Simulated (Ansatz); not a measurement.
## TiSi in Ansatz: the effect of functional

The system is TiSi.

```
CELL_PARAMETERS angstrom
1.80399 -2.10341 0.00000
1.80399 2.10341 0.00000
0.00000 0.00000 3.77840
ATOMIC_POSITIONS crystal
Ti 0.50000 0.50000 0.00000
Si 0.00000 0.00000 0.50000
```

The cell comes from a database or a generator and needn't be the stable form of this composition.

The cell isn't the ideal one: volume scaled by 0.98.

Alike in all runs:

| Property | Result |
| --- | --- |
| Program | Ansatz 0.2.0 |
| Task | single point |
| Potentials or basis | Ansatz PAW |
| k mesh | 10 × 10 × 7 |
| Occupations | fermi-dirac, width 0.05 eV |
| Spin | no spin polarisation |

```tsv
functional	cutoff	pressure (GPa)
LDA	420 eV (not typed: the program's choice for these potentials)	?
PBEsol	420 eV (not typed: the program's choice for these potentials)	-1.6
r2SCAN	500 eV (not typed: the program's choice for these potentials)	1.0
```

Problem. What does the run with functional LDA give?

Solution. Pressure -5.3 GPa.

Caveats: the PAW data sets come from PBE, with cores solved anew for the run's functional, which leaves a small shift of forces and pressure.

Runs at the PBE level aren't shown here.
